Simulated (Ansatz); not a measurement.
# TiO2: the cost of one run

Program: Ansatz 0.2.0. Level of theory: DFT PBE, scalar-relativistic, plane waves, PAW. These are calculated values, not measurements.

1 further run of the same task is left out (set aside as unsound or not needed).

## 1. The structure to begin with

It takes space group I4_1/amd (No. 141, tetragonal). Conventional cell: a = 3.799 Å, b = 3.799 Å, c = 9.697 Å, α = 90.00°, β = 90.00°, γ = 90.00°. Ti (site symmetry -4m2) is surrounded by 6 O at 1.95 to 2.00 Å. O (site symmetry 2mm) is surrounded by 3 Ti at 1.95 to 2.00 Å.

As a file:

```cif
data_structure
_symmetry_space_group_name_H-M 'P 1'
_symmetry_Int_Tables_number 1
_cell_length_a 5.5430
_cell_length_b 5.5430
_cell_length_c 5.5430
_cell_angle_alpha 139.917
_cell_angle_beta 139.917
_cell_angle_gamma 57.980
_cell_volume 69.98
loop_
_atom_site_label
_atom_site_type_symbol
_atom_site_fract_x
_atom_site_fract_y
_atom_site_fract_z
_atom_site_occupancy
Ti1 Ti 0.00000 0.00000 0.00000 1
Ti2 Ti 0.75000 0.25000 0.50000 1
O1 O 0.20649 0.20649 0.00000 1
O2 O 0.95649 0.45649 0.50000 1
O3 O 0.54351 0.04351 0.50000 1
O4 O 0.79351 0.79351 0.00000 1
```

It is the result of an earlier relaxation at this level (volume 11.66 Å³/atom; gap on the mesh: 2.13 eV).

The bulk reference comes from a run made before at the same settings: -1212.9166 eV/atom.

## 2. The (001) slab

Planes are indexed in the bulk's conventional cell (I4_1/amd (No. 141)), a = 3.799 Å, b = 3.799 Å, c = 9.697 Å, α = 90.00°, β = 90.00°, γ = 90.00°.

The slab is a (001) slab, 10.5 Å thick as cut, with 15 Å of vacuum; its outer planes are O (top) and O (bottom).

The slab as cut. Its planes from the bottom up:

```tsv
plane	atoms per cell	height over the lowest (Å)
1	O	0.00
2	Ti	0.42
3	O	0.84
4	O	2.42
5	Ti	2.85
6	O	3.27
7	O	4.85
8	Ti	5.27
9	O	5.69
10	O	7.27
11	Ti	7.69
12	O	8.12
13	O	9.70
14	Ti	10.12
15	O	10.54
```

## 3. The slab as cut, atoms at the bulk's places

A dipole layer in the vacuum cancels the field that periodic copies would set up if the slab's two faces differ.

input.yaml

```yaml
crystal:
  lattice:
    - [3.7992165382, 0.0, 0.0]
    - [0.0, 3.7992165382, 0.0]
    - [0.0, 0.0, 25.5407559876]
  atoms:
    - { symbol: O, position: [0.5, 0.0, 0.2936483166] }
    - { symbol: Ti, position: [0.5, 0.5, 0.3101658796] }
    - { symbol: O, position: [0.0, 0.5, 0.3266834425] }
    - { symbol: O, position: [0.5, 0.5, 0.3885653768] }
    - { symbol: Ti, position: [0.0, 0.5, 0.4050829398] }
    - { symbol: O, position: [0.0, 0.0, 0.4216005028] }
    - { symbol: O, position: [0.0, 0.5, 0.483482437] }
    - { symbol: Ti, position: [0.0, 0.0, 0.5] }
    - { symbol: O, position: [0.5, 0.0, 0.516517563] }
    - { symbol: O, position: [0.0, 0.0, 0.5783994972] }
    - { symbol: Ti, position: [0.5, 0.0, 0.5949170602] }
    - { symbol: O, position: [0.5, 0.5, 0.6114346232] }
    - { symbol: O, position: [0.5, 0.0, 0.6733165575] }
    - { symbol: Ti, position: [0.5, 0.5, 0.6898341204] }
    - { symbol: O, position: [0.0, 0.5, 0.7063516834] }
basis:
  ecutwfc: 420
kpoints:
  mp_grid: { grid: [7, 7, 1] }
hamiltonian:
  xc: pbe
scf:
  occupations: { method: gaussian, width: 0.05 }
output:
  forces: true
  stress: true
  eigenvalues: true
  write_density: true
  write_potential: true
  elf: true
  volumetric_format: npy
efield:
  axis: 3
  dipole_correction: true
```

The run is started by

```console
$ ansatz run input.yaml --threads 2 --pin off --max-ram 5120MiB --backend cpu --events-out ev --progress --plain --runs-dir out
```

What time and memory should one allow on 2 threads of Intel Xeon at 2.50GHz (Skylake/Cascade Lake), shared host?

About 52 s, with a peak of 0.85 GiB.
